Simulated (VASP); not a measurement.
**Ga11P12 (a cell with a defect): single point with PBEsol**

Ga11P12 (a cell with a defect):

```
CELL_PARAMETERS angstrom
0.00000 8.17575 8.17575
5.45050 0.00000 5.45050
5.45050 5.45050 0.00000
ATOMIC_POSITIONS crystal
Ga 0.00000 0.00000 0.50000
Ga 0.00000 0.50000 0.00000
Ga 0.00000 0.50000 0.50000
Ga 0.33333 0.00000 0.00000
Ga 0.33333 0.00000 0.50000
Ga 0.33333 0.50000 0.00000
Ga 0.33333 0.50000 0.50000
Ga 0.66667 0.00000 0.00000
Ga 0.66667 0.00000 0.50000
Ga 0.66667 0.50000 0.00000
Ga 0.66667 0.50000 0.50000
P 0.08333 0.12500 0.12500
P 0.08333 0.12500 0.62500
P 0.08333 0.62500 0.12500
P 0.08333 0.62500 0.62500
P 0.41667 0.12500 0.12500
P 0.41667 0.12500 0.62500
P 0.41667 0.62500 0.12500
P 0.41667 0.62500 0.62500
P 0.75000 0.12500 0.12500
P 0.75000 0.12500 0.62500
P 0.75000 0.62500 0.12500
P 0.75000 0.62500 0.62500
```

```
Program                : VASP 6.6.1
Task                   : single point
Functional             : PBEsol
Potentials or basis    : VASP PAW PBE potentials, release 64 (Ga_d, P)
Cutoff                 : 350 eV
k mesh                 : 2 × 2 × 2
Occupations            : gaussian, width 0.03 eV
Spin                   : collinear spin, ferromagnetic start
Starting moments       : [0.0, 0.0, 0.0, 0.0, 0.0, 0.0, 0.0, 0.0, 0.0, 0.0, 0.0, 0.25, 0.25, 0.25, 0.0, 0.0, 0.0, 0.0, 0.0, 0.25, 0.0, 0.0, 0.0] μB
Fixed moment           : 1 μB
Dq                     : 0
Further INCAR settings : LREAL = Auto; ALGO = Normal; EDIFF = 1e-05
```

```json
{
 "Pressure": "-1.6 GPa",
 "Largest force": "0.313 eV/Å",
 "Net moment": "1.00 μB per cell",
 "Site moments": "Ga +0.00, +0.01, -0.00; P +0.08, -0.00, +0.03, +0.01, +0.16 μB",
 "Valence electrons inside the program's atomic spheres": "Ga 11.72, 11.73; P 2.45, 2.52, 2.53, 2.47"
}
```

Forces on the atoms (eV/Å):
```
Ga   0.030 -0.034  0.013
Ga   0.030  0.013 -0.034
Ga  -0.010 -0.038 -0.038
Ga   0.108 -0.173 -0.173
Ga   0.163 -0.135 -0.151
Ga   0.163 -0.151 -0.135
Ga   0.009 -0.019 -0.019
Ga   0.082  0.213  0.213
Ga  -0.204 -0.109  0.211
Ga  -0.204  0.211 -0.109
Ga  -0.039  0.033  0.033
P   -0.096 -0.021 -0.021
P    0.006  0.157 -0.011
P    0.006 -0.011  0.157
P    0.006 -0.008 -0.008
P   -0.068  0.071  0.071
P    0.029 -0.008 -0.011
P    0.029 -0.011 -0.008
P   -0.053  0.028  0.028
P   -0.012  0.030  0.030
P   -0.013  0.001 -0.041
P   -0.013 -0.041  0.001
P    0.049  0.003  0.003
```

Stress tensor (GPa, compression positive):
```
-1.51  0.06  0.06
 0.06 -1.62 -0.13
 0.06 -0.13 -1.62
```

Wall time 2.9 min on 4 MPI ranks on Intel(R) Xeon(R) Platinum 8488C (Sapphire Rapids), with other jobs on the host, peak memory 0.43 GiB a rank.

Caveat: the k mesh is coarse (spacing up to 0.50 Å⁻¹), so the values aren't converged; the cutoff is under 1.25 times the usual one of these potentials, so pressure, stress and relaxed cells hold a basis-set (Pulay) error; the PAW data sets were made with another functional, which shifts forces and pressure a little; the total moment is fixed, so each spin has its own Fermi level.
